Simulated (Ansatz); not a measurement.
## Al: pressure against volume per atom

Results calculated with Ansatz 0.2.0, not measured. Periodic Kohn-Sham DFT of a crystal at fixed atoms; pressure and stress are positive in compression; the energy is the free energy less that of spherical unpolarised free atoms; site moments are those in the method's own spheres, positive along +z.

Cell of the first row (space group Fm-3m, No. 225):
```
cell vectors (Å)
   0.0000     1.9827     1.9827
   1.9827     0.0000     1.9827
   1.9827     1.9827     0.0000
atoms (fractions of the cell vectors)
Al  0.00000  0.00000  0.00000
```

Settings of every row: method all-electron PAW; functional PBE; relativity scalar; k mesh 14x14x14; filling fermi-dirac; smearing width 0.05 eV; nucleus gaussian.

Atom start moment: 0 on all atoms.

| row | volume per atom (Å³) | pressure (GPa) |
| --- | --- | --- |
| 1 | 15.588 | 4.703 |
| 2 | 15.919 | 2.738 |
| 3 | 16.251 | 0.968 |
| 4 | 16.417 | 0.153 |
| 5 | 16.582 | -0.617 |
| 6 | 16.748 | ? |
| 7 | 16.914 | -2.028 |
| 8 | 17.246 | -3.269 |
| 9 | 17.577 | -4.357 |

Question: what pressure should row 6 give?

Worked fit of pressure. Take u = (V_r/V)^(2/3) − 1 with V_r = 16.5 Å³ an atom, which is twice the finite (Eulerian) strain; such expansions in the strain, on which the Birch-Murnaghan equation of state is built, carry the rest volume and the bulk modulus. The shown rows have u = 0.03863, 0.02419, 0.01019, 0.00337, -0.0033, -0.01639, -0.02905, -0.04128. Least squares give pressure = −0.24 + 114.856 × u + 352.32 × u² − 347 × u³ GPa; a parabola predicts inner rows, each left out in turn, worse (root mean square 0.006 against 0.0027 GPa). The rows lie off it by 0.000, -0.002, 0.001, 0.002, -0.002, -0.002, 0.002, -0.001. The pressure vanishes at u = 0.0021, or V = 16.45 Å³ an atom, and there the bulk modulus at fixed shape and fractions is B = −V dP/dV = (2/3)(1 + u) dP/du = 77.7 GPa. The withheld row has u = -0.0099, so the fit gives −0.24 + 114.856 × (-0.0099) + 352.32 × (-0.0099)² − 347 × (-0.0099)³ = -1.342 GPa.

The calculation gave -1.344 GPa. The fit lies 0.002 GPa (0.022 % of the column's range) above it; its largest miss of a shown row is 0.002 GPa.
